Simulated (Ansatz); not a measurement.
# Density of states of AlAs

```
CELL_PARAMETERS angstrom
0.00000 2.83040 2.83040
2.83040 0.00000 2.83040
2.83040 2.83040 0.00000
ATOMIC_POSITIONS crystal
Al 0.00000 0.00000 0.00000
As 0.75000 0.75000 0.75000
```

The cell is COD entry 1540257, as deposited and not checked against the literature; nothing was relaxed.

Level of theory: DFT, PBEsol, all-electron LAPW, scalar-relativistic (Ansatz 0.2.0).

Numerical set-up: a Γ-centred 10×10×10 k mesh, Fermi–Dirac smearing of 0.05 eV, basis error target 0.5 meV/atom, no spin polarisation.

States per eV and cell, averaged over 0.6 eV, from -12.3 to 3.7 eV, with energies (bin centres) from the valence-band top; empty bins are left out. The partial columns, the largest 3 alone, are projections on Löwdin-orthogonalised atomic shells (those that the program's projection atoms carry: the occupied ones and, for some elements, an empty d or f shell; other empty shells have no column), summed over atoms of an element. Weights on diffuse s and p shells depend on that basis and aren't pure angular character.

```tsv
E (eV)	total	As 4p	Al 3p	As 4s
-12.1	0.00	0.00	0.00	0.00
-11.5	0.33	0.01	0.06	0.18
-10.9	0.77	0.02	0.17	0.46
-10.3	1.82	0.02	0.43	1.22
-9.7	0.40	0.00	0.10	0.29
-5.5	0.40	0.22	0.05	0.01
-4.9	1.81	0.96	0.15	0.06
-4.3	0.48	0.26	0.05	0.05
-3.7	0.29	0.16	0.03	0.03
-3.1	1.15	0.70	0.35	0.03
-2.5	1.26	0.78	0.38	0.03
-1.9	1.72	1.12	0.52	0.02
-1.3	1.63	1.15	0.42	0.01
-0.7	1.06	0.82	0.22	0.00
-0.1	0.20	0.17	0.03	0.00
1.7	0.13	0.01	0.08	0.02
2.3	0.51	0.06	0.24	0.07
2.9	1.59	0.26	0.58	0.20
3.5	1.42	0.30	0.49	0.12
```

Task: Which of the resolved shells contributes most in the top eV of the valence band?

Result: As 4p, with 78 % of all states there; Al 3p follows with 19 %.
